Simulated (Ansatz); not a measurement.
**From formation energies to a reaction energy: Sn2Se**

All numbers below come from DFT PBE, scalar-relativistic, plane waves, PAW (Ansatz). All cells share a 420 eV cutoff and Γ-centred k meshes spaced at most about 0.3 Å⁻¹ (about 0.25 or finer for metals, 2π included). No spin polarisation.

The zero of energy is the elements' standard structures at the same level; no fitted shifts are applied. The references include grey tin.

These are static total energies at zero pressure. Weakly bound directions are ill-defined at this level, which has no dispersion term (SnSe Pnma). The reference form of Se is held partly by dispersion forces, which this level lacks.

A trial structure of Sn2Se (reached from: random cell; relaxed: space group P4/mmm (No. 123), a = 5.756 Å, c = 3.057 Å) has a formation energy of 0.196 eV/atom. At its composition the lowest mixture among the elements and 2 reference phases computed alike (others may be missing) consists of these:

```
      phase             source  ΔE_f (eV/atom)
 Sn (solid)            element           0.000
SnSe (Pnma)  Materials Project          -0.438
```

Problem. Write the balanced decomposition and find its energy per atom, per formula unit and per mole of formula units.

Solution. Balancing Sn and Se gives Sn2Se → Sn + SnSe. The left side holds 3 atoms, and the products take 1/3 (Sn) and 2/3 (SnSe) of them. The mixture therefore lies at 1/3 × (0.000) + 2/3 × (-0.438) = -0.292 eV/atom. The reaction energy is -0.292 − (0.196) = -0.488 eV/atom. Times 3 atoms that is -1.464 eV per Sn2Se, and times 96.485 it is -141 kJ per mole of Sn2Se. Decomposition is downhill, so the trial structure is unstable against this mixture.
